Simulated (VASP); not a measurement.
# Ga3Sb (I4/mmm) in VASP: single point with r2SCAN

Aim: the single point of Ga3Sb with r2SCAN.

Program: VASP 6.6.1. These are calculated values, not measurements. Logs are shortened: lines on timing, memory, paths and dates and some standing lists are left out, and cuts for length are marked.

### Step 1. The crystal as given

The structure is tetragonal, space group I4/mmm (No. 139). The conventional cell has a = 4.459 Å, b = 4.459 Å, c = 8.910 Å, α = 90.00°, β = 90.00°, γ = 90.00°. Ga (site symmetry -4m2) has 8 Ga at 3.15 Å and 4 Sb at 3.15 Å as nearest neighbours. Ga (site symmetry 4/mmm) has 8 Ga at 3.15 Å and 4 Sb at 3.15 Å as nearest neighbours. Sb (site symmetry 4/mmm) has 12 Ga at 3.15 Å as nearest neighbours.

The cell was built by a generator and needn't be a form met in nature.

### Step 2. Single point, r2SCAN

The input, INCAR:

```
ALGO = Normal
EDIFF = 1E-6
ENCUT = 520
ISIF = 2
ISMEAR = 0
KPAR = 4
LASPH = True
LCHARG = False
LMIXTAU = True
LREAL = False
LWAVE = False
METAGGA = R2SCAN
NBANDS = 30
NELM = 150
PREC = Accurate
SIGMA = 0.1
```

The input, KPOINTS:

```
k-points
0
Gamma
  10 10 10
```

The input, POSCAR:

```
Ga3Sb
1.0
   -2.2295800000      2.2295800000      4.4552400000
    2.2295800000     -2.2295800000      4.4552400000
    2.2295800000      2.2295800000     -4.4552400000
Ga Sb
3 1
Direct
    0.7500000000      0.2500000000      0.5000000000
    0.2500000000      0.7500000000      0.5000000000
    0.5000000000      0.5000000000      0.0000000000
    0.0000000000      0.0000000000      0.0000000000
```

Potentials or basis: VASP PAW PBE potentials, release 64 (Ga_d, Sb).

Started as:

```
> cat potpaw_PBE.64/Ga_d/POTCAR potpaw_PBE.64/Sb/POTCAR > POTCAR
> mpirun -np 4 vasp_std > vasp.out
```

OUTCAR:

```text
EDIFF = 1E-6
   ENCUT = 520
   ISIF = 2
   ISMEAR = 0
   LASPH = True
   LREAL = False
   METAGGA = R2SCAN
   NELM = 150
   PREC = Accurate

 ion  position               nearest neighbor table
   1  0.750  0.250  0.500-   4 3.15   4 3.15   4 3.15   4 3.15
   2  0.250  0.750  0.500-   4 3.15   4 3.15   4 3.15   4 3.15
   3  0.500  0.500  0.000-   4 3.15   4 3.15   4 3.15   4 3.15
   4  0.000  0.000  0.000-   1 3.15   2 3.15   1 3.15   2 3.15   1 3.15   2 3.15   1 3.15   2 3.15
                             3 3.15   3 3.15   3 3.15   3 3.15

  LATTYP: Found a body centered tetragonal cell.
 ALAT       =     4.4591600000
 C/A-ratio  =     1.9982418213

  Lattice vectors:

 A1 = (  -2.2295800000,   2.2295800000,   4.4552400000)
 A2 = (   2.2295800000,  -2.2295800000,   4.4552400000)
 A3 = (   2.2295800000,   2.2295800000,  -4.4552400000)

Analysis of symmetry for initial positions (statically):
=====================================================================
 Subroutine PRICEL returns:
 Original cell was already a primitive cell.

 Routine SETGRP: Setting up the symmetry group for a
 body centered tetragonal supercell.

 Subroutine GETGRP returns: Found 16 space group operations
 (whereof 16 operations were pure point group operations)
 out of a pool of 16 trial point group operations.

The static configuration has the point symmetry D_4h.

Analysis of symmetry for dynamics (positions and initial velocities):
=====================================================================
 Subroutine PRICEL returns:
 Original cell was already a primitive cell.

 Routine SETGRP: Setting up the symmetry group for a
 body centered tetragonal supercell.

 Subroutine GETGRP returns: Found 16 space group operations
 (whereof 16 operations were pure point group operations)
 out of a pool of 16 trial point group operations.

The dynamic configuration has the point symmetry D_4h.

 Subroutine INISYM returns: Found 16 space group operations
 (whereof 16 operations are pure point group operations),
 and found     1 'primitive' translations

----------------------------------------------------------------------------------------

                                     Primitive cell

  volume of cell :      88.5885

  direct lattice vectors                    reciprocal lattice vectors
    -2.229580000  2.229580000  4.455240000     0.000000000  0.224257483  0.112227400
     2.229580000 -2.229580000  4.455240000     0.224257483  0.000000000  0.112227400
     2.229580000  2.229580000 -4.455240000     0.224257483  0.224257483  0.000000000

  length of vectors
     5.458133143  5.458133143  5.458133143     0.250771625  0.250771625  0.317147975

  position of ions in fractional coordinates (direct lattice)
     0.750000000  0.250000000  0.500000000
     0.250000000  0.750000000  0.500000000
     0.500000000  0.500000000  0.000000000
     0.000000000  0.000000000  0.000000000

  ion indices of the primitive-cell ions
   primitive index   ion index
                 1           1
                 2           2
                 3           3
                 4           4

----------------------------------------------------------------------------------------

 KPOINTS: k-points

Automatic generation of k-mesh.
 Grid dimensions read from file:
 generate k-points for:   10   10   10

 Generating k-lattice:

  Cartesian coordinates                     Fractional coordinates (reciprocal lattice)
     0.000000000  0.022425748  0.011222740     0.100000000 -0.000000000  0.000000000
     0.022425748  0.000000000  0.011222740    -0.000000000  0.100000000  0.000000000
     0.022425748  0.022425748  0.000000000     0.000000000  0.000000000  0.100000000

  Length of vectors
     0.025077163  0.025077163  0.031714797

  Shift w.r.t. Gamma in fractional coordinates (k-lattice)
     0.000000000  0.000000000  0.000000000

 Subroutine IBZKPT returns following result:
 ===========================================

 Found    102 irreducible k-points:

 Following reciprocal coordinates:
            Coordinates               Weight
  0.000000  0.000000  0.000000      1.000000
  0.100000  0.000000 -0.000000      8.000000
  0.200000  0.000000 -0.000000      8.000000
  0.300000  0.000000 -0.000000      8.000000
  0.400000  0.000000  0.000000      8.000000
  0.500000  0.000000  0.000000      4.000000
[... 16 lines left out ...]
  0.300000  0.300000 -0.000000      8.000000
  0.400000  0.300000 -0.000000     16.000000
 [... further k-points ...]
   k-points           NKPTS =    102   k-points in BZ     NKDIM =    102   number of bands    NBANDS=     30
   number of dos      NEDOS =    301   number of ions     NIONS =      4
   total plane-waves  NPLWV =  74088
   dimension x,y,z NGX =    42 NGY =   42 NGZ =   42
   dimension x,y,z NGXF=    84 NGYF=   84 NGZF=   84
   ions per type =               3   1
   NGX,Y,Z   is equivalent  to a cutoff of  12.79, 12.79, 12.79 a.u.
   NGXF,Y,Z  is equivalent  to a cutoff of  25.59, 25.59, 25.59 a.u.
 SYSTEM =  unknown system
   PREC   = accura    normal or accurate (medium, high low for compatibility)
   ISTART =      0    job   : 0-new  1-cont  2-samecut
   ICHARG =      2    charge: 1-file 2-atom 10-const
   ISPIN  =      1    spin polarized calculation?
   LNONCOLLINEAR =      F non collinear calculations
   LSORBIT =      F    spin-orbit coupling
   LASPH  =      T    aspherical Exc in radial PAW
   ENCUT  =  520.0 eV  38.22 Ry    6.18 a.u.  10.15 10.15 10.15*2*pi/ulx,y,z
   NELM   =    150;   NELMIN=  2; NELMDL= -5     # of ELM steps
   EDIFF  = 0.1E-05   stopping-criterion for ELM
   LREAL  =      F    real-space projection
   EDIFFG = 0.1E-04   stopping-criterion for IOM
   NSW    =      0    number of steps for IOM
   IBRION =     -1    ionic relax: 0-MD 1-quasi-New 2-CG
   NFREE  =      0    steps in history (QN), initial steepest desc. (CG)
   ISIF   =      2    stress and relaxation
   ISYM   =      2    0-nonsym 1-usesym 2-fastsym
   POTIM  = 0.5000    time-step for ionic-motion
   TEBEG  =    0.0;   TEEND  =   0.0 temperature during run
   PSTRESS=    0.0 pullay stress
   NELECT =      44.0000    total number of electrons
   NUPDOWN=      -1.0000    fix difference up-down
   EMIN   =  10.00;   EMAX   =-10.00  energy-range for DOS
   EFERMI =   0.00;   METHOD = LEGACY
   ISMEAR =     0;   SIGMA  =   0.10  broadening in eV -4-tet -1-fermi 0-gaus
   EFERMI_NEDOS =   21; number of points for ismear=-14 and -15
   IALGO  =     38    algorithm
   IMIX   =      4    mixing-type and parameters
     AMIX     =   0.40;   BMIX     =  1.00
     AMIX_MAG =   1.60;   BMIX_MAG =  1.00
  volume/ion in A,a.u.               =      22.15       149.46
  Fermi-wavevector in a.u.,A,eV,Ry     =   1.296482  2.449997 22.869581  1.680867
  Thomas-Fermi vector in A             =   2.427936
   LORBIT       =      0    0 simple, 1 ext, 2 COOP (PROOUT), +10 PAW based schemes
   METAGGA = R2SCAN    functional components
   LHFCALC =     F    Hartree Fock is set to
   AEXX    =    0.0000 exact exchange contribution
   IVDW    =     0    specifies the selected vdW correction
   LEPSILON=     F    determine dielectric tensor
   LRPA    =     F    only Hartree local field effects (RPA)
 non-spin polarized calculation
 Gauss-broadening in eV      SIGMA  =   0.10
  energy-cutoff  :      520.00
  volume of cell :       88.59
 maximum number of plane-waves:      2409
 NGX is ok and might be reduce to    42
   NGX = 21   NGY = 21   NGZ = 21

 number of electron      43.9999986 magnetization

 Free energy of the ion-electron system (eV)
  ---------------------------------------------------
  ext. energy  EPLUGINS =         0.00000000
  ---------------------------------------------------
  free energy    TOTEN  =       -59.11673968 eV

  energy without entropy =      -59.11054942  energy(sigma->0) =      -59.11364455

 E-fermi :   5.8301     XC(G=0): -11.3862

 val. band max:        5.8208429484   @ k =  -0.1000  -0.1000   0.1000
 cond. band min:       5.8381776931   @ k =  -0.4000   0.2000   0.1000
 fundamental gap:      0.0173347447
 Fermi energy:         5.8301327086

 k-point     1 :       0.0000    0.0000    0.0000
  band No.  band energies     occupation
      1      -9.6168      2.00000
      2      -9.5781      2.00000
      3      -9.5620      2.00000
      4      -9.5366      2.00000
      5      -9.5366      2.00000
      6      -9.5318      2.00000
[... 22 lines left out ...]
     29      13.0972      0.00000
     30      13.2694      0.00000

 k-point     2 :       0.1000    0.0000   -0.0000
  band No.  band energies     occupation
      1      -9.6118      2.00000
      2      -9.5774      2.00000
      3      -9.5594      2.00000
      4      -9.5475      2.00000
      5      -9.5433      2.00000
      6      -9.5233      2.00000
[... 22 lines left out ...]
     29      13.7985      0.00000
     30      13.8985      0.00000

 k-point     3 :       0.2000    0.0000   -0.0000
  band No.  band energies     occupation
      1      -9.5971      2.00000
      2      -9.5775      2.00000
      3      -9.5600      2.00000
      4      -9.5504      2.00000
      5      -9.5433      2.00000
      6      -9.5165      2.00000
[... 22 lines left out ...]
     29      13.6355      0.00000
     30      14.0835      0.00000

 k-point     4 :       0.3000    0.0000   -0.0000
  band No.  band energies     occupation
      1      -9.5762      2.00000
      2      -9.5754      2.00000
      3      -9.5694      2.00000
      4      -9.5380      2.00000
      5      -9.5351      2.00000
      6      -9.5093      2.00000
[... 616 lines left out ...]
     29      12.5122      0.00000
     30      12.9588      0.00000

 k-point    23 :       0.3000    0.3000   -0.0000
  band No.  band energies     occupation
      1      -9.5955      2.00000
      2      -9.5684      2.00000
      3      -9.5502      2.00000
      4      -9.5487      2.00000
      5      -9.5354      2.00000
      6      -9.5232      2.00000
[... 22 lines left out ...]
     29      11.7065      0.00000
     30      14.4024      0.00000

 k-point    24 :       0.4000    0.3000   -0.0000
  band No.  band energies     occupation
      1      -9.5931      2.00000
      2      -9.5650      2.00000
      3      -9.5548      2.00000
      4      -9.5419      2.00000
      5      -9.5392      2.00000
      6      -9.5162      2.00000
[... 22 lines left out ...]
     29      11.9738      0.00000
     30      13.6256      0.00000

 [... further k-points ...]

------------------------ aborting loop because EDIFF is reached ----------------------------------------

  FORCE on cell =-STRESS in cart. coord.  units (eV):
  Direction    XX          YY          ZZ          XY          YZ          ZX
  --------------------------------------------------------------------------------------
  -------------------------------------------------------------------------------------
  Total       -1.0240106     -1.0240106     -0.9350445      0.0000000      0.0000000      0.0000000
  in kB      -18.5198655    -18.5198655    -16.9108586      0.0000000      0.0000000      0.0000000
  external PRESSURE =     -17.9835298 kB  Pullay stress =       0.0000000 kB

 VOLUME and BASIS-vectors are now :
 -----------------------------------------------------------------------------
  energy-cutoff  :      520.00
  volume of cell :       88.59
      direct lattice vectors                 reciprocal lattice vectors
    -2.229580000  2.229580000  4.455240000     0.000000000  0.224257483  0.112227400
     2.229580000 -2.229580000  4.455240000     0.224257483  0.000000000  0.112227400
     2.229580000  2.229580000 -4.455240000     0.224257483  0.224257483  0.000000000

 POSITION                                       TOTAL-FORCE (eV/Angst)
 -----------------------------------------------------------------------------------
      0.00000      2.22958      2.22762        -0.000000      0.000000     -0.000000
      2.22958      0.00000      2.22762         0.000000     -0.000000     -0.000000
      0.00000      0.00000      4.45524        -0.000000     -0.000000      0.000000
      0.00000      0.00000      0.00000        -0.000000     -0.000000      0.000000
 -----------------------------------------------------------------------------------
    total drift:                               -0.000000      0.000000      0.000000

  FREE ENERGIE OF THE ION-ELECTRON SYSTEM (eV)
  ---------------------------------------------------
  free  energy   TOTEN  =       -59.1167396805 eV

  energy  without entropy=      -59.1105494159  energy(sigma->0) =      -59.11364455
```

It took 15 min on 4 MPI ranks of Intel Xeon Platinum 8375C at 2.90GHz (Ice Lake), shared host; peak memory 0.43 GiB.

What came out:

```yaml
Free_energy: -59.1167 eV
Pressure: -1.8 GPa
Band_gap_on_the_k_mesh: none (metal or under the smearing width)
```

Caveat: the PAW data sets were made with another functional, which shifts forces and pressure a little.
